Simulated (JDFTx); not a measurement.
**La under changes of volume**

One of the cells (36.962 Å³/atom); the others are scaled copies at fixed shape and fractional positions:

```
La
1.0
     3.75000    0.00000    0.00000
    -1.87500    3.24760    0.00000
     0.00000    0.00000    6.07000
La
2
Cartesian
  1.8750 1.0825 4.5525
  0.0000 2.1651 1.5175
```

This isn't the form of La at room conditions, which is double hcp.

- Program: JDFTx 1.7.0 (patched build)
- Functional: r2SCAN
- Potentials or basis: SG15-PBE-1.2 with smoothed tails
- Cutoff: 1088 eV
- Density cutoff: 8708 eV
- k mesh: 5 × 5 × 3
- Occupations: fermi-dirac, width 0.05 eV
- Spin: no spin polarisation

```csv
volume (Å³/atom),energy over the lowest point (meV/atom),pressure (GPa)
34.744,40.44,3.6
35.483,25.71,2.8
36.222,14.55,2.1
36.962,?,?
37.701,1.94,0.8
38.440,0.00,0.2
39.179,0.64,-0.3
```

Q: What does the run at 36.962 Å³/atom give?

A: Energy over the lowest point 6.71 meV/atom; pressure 1.4 GPa.

Worked out: A Birch-Murnaghan fit of order 3 (a polynomial in V^(-2/3)) to the other rows has its minimum at 38.62 Å³/atom with B0 = V·E''(V) = 29 GPa and B' = 3.2 at fixed shape and positions, which overstates the stiffness. It gives 6.72 meV/atom at 36.962 Å³/atom, against the run's 6.71, and -dE/dV = 1.4 GPa, against 1.4.

Energies are extrapolated to zero smearing.

Caveats: all runs use coarse meshes; the potentials were made for another functional, which shifts forces and pressure.
